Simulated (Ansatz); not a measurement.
# ZrSe2: frozen-core PAW against all-electron methods

```xyz
3
Lattice="3.8223 0.0000 0.0000 -1.9112 3.3102 0.0000 0.0000 0.0000 6.8377" Properties=species:S:1:pos:R:3 pbc="T T T"
Zr    0.0000    0.0000    0.0000
Se    0.0000    2.2068    1.5945
Se    1.9112    1.1034    5.2432
```

Atoms are numbered in the order listed.

The cell was built from the CdI2 type and relaxed in the same program; it needn't be a known or the stable phase. The listed cell was then made from it by scaling, straining or moving an atom.

All numbers are computed: DFT, PBE, PAW with Ansatz's default frozen-core files, scalar-relativistic (Ansatz 0.2.0); DFT, PBE, all-electron LAPW, scalar-relativistic (Ansatz 0.2.0).

For PAW: a Γ-centred 11×11×6 k mesh, Fermi–Dirac smearing of 0.08 eV, cutoff 420 eV, no spin polarisation. LAPW targets a basis error of 1 meV/atom. The Ansatz runs share mesh, smearing and spin set-up. Plane-wave (PAW) pressures include the program's estimate of the Pulay term.

Stress and pressure are positive in compression.

The change that made this cell: volume scaled by 1.02.

| quantity | PAW | LAPW |
| --- | --- | --- |
| pressure (GPa) | -1.31 | -1.30 |
| stress xx (GPa) | -1.36 | -1.35 |
| stress zz (GPa) | -1.19 | -1.18 |
| force on Se2, z (eV/Å) | -0.207 | -0.206 |
| band gap (eV) | 0.447 | 0.447 |
